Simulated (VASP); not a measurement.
Here is a VASP 6.6.1 calculation.

Contents of INCAR:

```
PREC = Accurate
ENCUT = 600
EDIFF = 1E-6
ISMEAR = 0
SIGMA = 0.03
LREAL = F
LASPH = T
NELM = 80
ALGO = Normal
ISIF = 3
LWAVE = F
LCHARG = F
GGA = PE
IVDW = 12
IBRION = 2
NSW = 90
EDIFFG = -0.01
LATTICE_CONSTRAINTS = .TRUE. .TRUE. .FALSE.
KPAR = 8
```

KPOINTS

```
regular mesh
0
Gamma
  12 12 1
```

POSCAR

```
MoS2
1.0
    3.1690000000      0.0000000000      0.0000000000
   -1.5845000000      2.7444345000      0.0000000000
    0.0000000000      0.0000000000     39.6162960000
S Mo
8 4
Direct
    0.3333333300      0.6666666700      0.2271792400
    0.3333333300      0.6666666700      0.3061946000
    0.6666666700      0.3333333300      0.3827212900
    0.6666666700      0.3333333300      0.4617366600
    0.3333333300      0.6666666700      0.5382633400
    0.3333333300      0.6666666700      0.6172787100
    0.6666666700      0.3333333300      0.6938054000
    0.6666666700      0.3333333300      0.7728207600
    0.6666666700      0.3333333300      0.2666869200
    0.3333333300      0.6666666700      0.4222289700
    0.6666666700      0.3333333300      0.5777710300
    0.3333333300      0.6666666700      0.7333130800
```

Potentials or basis: VASP PAW PBE potentials, release 64 (S, Mo_sv).

Run with:

```console
$ cat potpaw_PBE.64/S/POTCAR potpaw_PBE.64/Mo_sv/POTCAR > POTCAR
$ mpirun -np 8 vasp_std > vasp.out
```

Problem. What does it give for the relaxed cell?

Solution. a = 3.149 Å, b = 3.149 Å, c = 39.616 Å, α = 90.00°, β = 90.00°, γ = 120.00°.

Problem. What does it give for the space group after relaxing (to 0.05 Å)?

Solution. P-3m1 (No. 164).

Problem. Estimate the dispersion energy per atom.

Solution. -0.406 eV.

Forces in eV/Å, atoms in the order of the input:
```
S    0.000  0.000  0.007
S    0.000  0.000 -0.008
S    0.000  0.000  0.003
S    0.000  0.000 -0.003
S    0.000  0.000  0.003
S    0.000  0.000 -0.003
S    0.000  0.000  0.008
S    0.000  0.000 -0.007
Mo   0.000  0.000  0.006
Mo   0.000  0.000  0.002
Mo   0.000  0.000 -0.002
Mo   0.000  0.000 -0.006
```
